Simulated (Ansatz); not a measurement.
ScO₂H (R-3m) from a database of computed structures, relaxed with r2SCAN+rVV10: space group R-3m (No. 166), trigonal; conventional cell a = 3.203 Å, c = 13.420 Å, 9.94 Å³ an atom. Around Sc lie 6 O at 2.12 Å; around H lie 2 O at 1.20 Å; around O lie 1 H at 1.20 Å and 3 Sc at 2.12 Å. One-shot G0W0@r2SCAN in Ansatz on a 6×6×6 mesh (contour deformation, no spin-orbit coupling), from an r2SCAN gap of 4.591 eV over the mesh points (the G0W0 gap is indirect on the mesh); the number N of bands summed and the screening cutoff rise together. Calculated for a static, non-magnetic cell.

```tsv
N	cutoff (eV)	1000/N	G0W0 gap (eV)
76	80	13.158	6.519
161	140	6.211	6.606
```

Question: Lay a straight line in 1000/N through these rows.

Answer: The slope is -0.0125 eV per unit of 1000/N and the intercept 6.684 eV.

Question: Predict the gap at N = 286 (210 eV).

Answer: 6.684 + (-0.0125) × 3.497 = 6.640 eV; the run gives 6.703 eV, +0.063 eV from the line.

Question: With that run's result added, what limit do the last two rows suggest?

Answer: Their slope is (6.703 − 6.606)/(3.497 − 6.211) = -0.0357, which meets 1/N = 0 at 6.83 eV, against 6.684 eV from the first line. The slope steepens, so 1/N isn't yet asymptotic and the true limit probably lies higher still; the k mesh isn't extrapolated.
